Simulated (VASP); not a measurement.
Set up this calculation in VASP 6.6.1, as the native input.

| Item | Value |
| --- | --- |
| Task | band structure |
| Functional | TB-mBJ |
| Potentials or basis | VASP PAW PBE potentials, release 64 (B, N) |
| Cutoff | 520 eV |
| k mesh | 12 × 12 × 4 |
| Occupations | gaussian, width 0.03 eV |
| Spin | no spin polarisation |
| Further INCAR settings | ALGO = Normal; EDIFF = 1e-07; NBANDS = 16 |

Crystal: BN.

```
B N
1.0
     2.50650    0.00000    0.00000
    -1.25325    2.17069    0.00000
     0.00000    0.00000    6.57374
B N
2 2
Direct
  0.33333 0.66667 0.25000
  0.66667 0.33333 0.75000
  0.33333 0.66667 0.75000
  0.66667 0.33333 0.25000
```

One way to write it, as run:

POSCAR

```
BN                                      
1.0
    2.5065023620      0.0000000000     -0.0000000000
   -1.2532511809      2.1706947202     -0.0000000000
   -0.0000000000      0.0000000000      6.5737408833
  B               N             
     2     2
Direct
     0.3333333332999970    0.6666666667000030    0.2500000000000000
     0.6666666667000030    0.3333333332999970    0.7500000000000000
     0.3333333332999970    0.6666666667000030    0.7500000000000000
     0.6666666667000030    0.3333333332999970    0.2500000000000000
```

INCAR.step1

```
SYSTEM = BN
ALGO     = Normal         ! electronic algorithm
EDIFF    = 1E-5           ! SCF threshold, eV
ENCUT    = 520            ! plane-wave cutoff, eV
GGA      = PE             ! functional
ISIF     = 2              ! what is computed and relaxed
ISMEAR   = 0              ! smearing method
KPAR     = 2            
LASPH    = .TRUE.         ! aspherical terms in the spheres
LCHARG   = .FALSE.        ! write CHGCAR
LREAL    = .FALSE.        ! projectors in reciprocal space
LWAVE    = .TRUE.         ! write WAVECAR
NBANDS   = 16             ! bands
NELM     = 80             ! most SCF steps
PREC     = Accurate       ! precision mode
SIGMA    = 0.03           ! smearing width, eV
```

INCAR.step2

```
SYSTEM = BN
ALGO     = Normal         ! electronic algorithm
EDIFF    = 1E-7           ! SCF threshold, eV
ENCUT    = 520            ! plane-wave cutoff, eV
ISIF     = 2              ! what is computed and relaxed
ISMEAR   = 0              ! smearing method
ISTART   = 1            
KPAR     = 2            
LASPH    = .TRUE.         ! aspherical terms in the spheres
LCHARG   = .FALSE.        ! write CHGCAR
LREAL    = .FALSE.        ! projectors in reciprocal space
LWAVE    = .FALSE.        ! write WAVECAR
METAGGA  = MBJ            ! meta-GGA
NBANDS   = 16             ! bands
NELM     = 80             ! most SCF steps
PREC     = Accurate       ! precision mode
SIGMA    = 0.03           ! smearing width, eV
```

KPOINTS

```
k-points
0
G
  12 12 4
  0 0 0
```

KPOINTS_OPT

```
explicit points
258
Reciprocal
 0.0000000000  0.0000000000  0.0000000000 1
 0.0263157895  0.0000000000  0.0000000000 1
 0.0526315789  0.0000000000  0.0000000000 1
 0.0789473684  0.0000000000  0.0000000000 1
 0.1052631579  0.0000000000  0.0000000000 1
 0.1315789474  0.0000000000  0.0000000000 1
[... 250 lines left out ...]
 0.5000000000  0.0000000000  0.0369636600 1
 0.5000000000  0.0000000000 -0.0369636600 1
```

Potentials or basis: VASP PAW PBE potentials, release 64 (B, N).

The run is started by

```bash
$ cat potpaw_PBE.64/B/POTCAR potpaw_PBE.64/N/POTCAR > POTCAR
$ cp INCAR.step1 INCAR
$ mpirun -np 2 vasp_std > vasp.out
$ cp INCAR.step2 INCAR
$ mpirun -np 2 vasp_std > vasp.out
```

It gave:

* Band gap on the k mesh: 6.00 eV, indirect (least direct gap 6.35 eV)
* Band gap along the path: 5.97 eV, indirect (least direct gap 6.35 eV)

Run time: 81 s on 2 MPI ranks on AMD EPYC 9R45 (Zen 5), on a shared host, peak memory 0.15 GiB a rank.
